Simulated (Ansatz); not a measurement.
PtTe: changing the dispersion correction

The cell as given:

It takes space group R-3m (No. 166, trigonal). The conventional cell has a = 3.963 Å, b = 3.963 Å, c = 19.983 Å, α = 90.00°, β = 90.00°, γ = 120.00°. Around Pt (site symmetry 3m) lie 3 Te at 2.59 Å and 3 Pt at 2.72 Å. Te (site symmetry 3m) is surrounded by 3 Pt at 2.59 Å.

Kept alike: task relaxation of cell and atoms; functional PBEsol; k mesh 8 × 8 × 8; occupations fermi-dirac, width 0.05 eV; no spin polarisation. Program: Ansatz, Ansatz PAW, cutoff 420 eV. The mesh is that of the run's cell of 4 atoms. No spin-orbit coupling.

```csv
dispersion correction,volume (Å³/atom)
D3(BJ),21.259
D3(BJ)-ATM,21.439
D4,21.683
none,22.430
```

The relaxations keep at least the cell's symmetry (R-3m). For a metal such a mesh leaves the last digits unconverged. Relaxations stop with a little pressure left, so the last digits of a volume or edge aren't settled. All rows use potentials made for PBE.

Question: What does the dispersion correction change here?

Answer: The volume runs from 21.259 (D3(BJ)) to 22.430 Å³/atom (none). Against no correction: D3(BJ) -5.2 %; D3(BJ)-ATM -4.4 %; D4 -3.3 %. Dispersion terms mostly attract and so lower the volume; the schemes' coefficients and damping set how far.
